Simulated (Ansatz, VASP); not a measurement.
**Two plane-wave programs on Nb**

```
CELL_PARAMETERS angstrom
-1.65557 1.65557 1.65557
1.65557 -1.65557 1.65557
1.65557 1.65557 -1.65557
ATOMIC_POSITIONS crystal
Nb 0.00000 0.00000 0.00000
```

Alike in both runs: functional PBE; k mesh 18 × 18 × 18; occupations gaussian, width 0.1 eV; no spin polarisation.

Ansatz relaxed the structure, and its values are those at the end. VASP's run is a single point on that final structure, the one shown.

|  | VASP | Ansatz |
| --- | --- | --- |
| version | VASP 6.6.1 | Ansatz 0.2.0 |
| potentials or method | VASP PAW PBE potentials, release 64 (Nb_sv) | scalar-relativistic, plane waves, PAW |
| plane-wave cutoff (eV) | 520 | 420 |
| valence electrons in the cell | 13 | 13 |

Ansatz gave:

```
gap on the k mesh at the Fermi level (eV) : none
pressure (GPa)                            : 0.0
```

Question: Which values does VASP return?

Answer: gap on the k mesh at the Fermi level (eV): none; pressure (GPa): -0.3.

A gap of «none» marks a metal or a gap that the smearing closes.
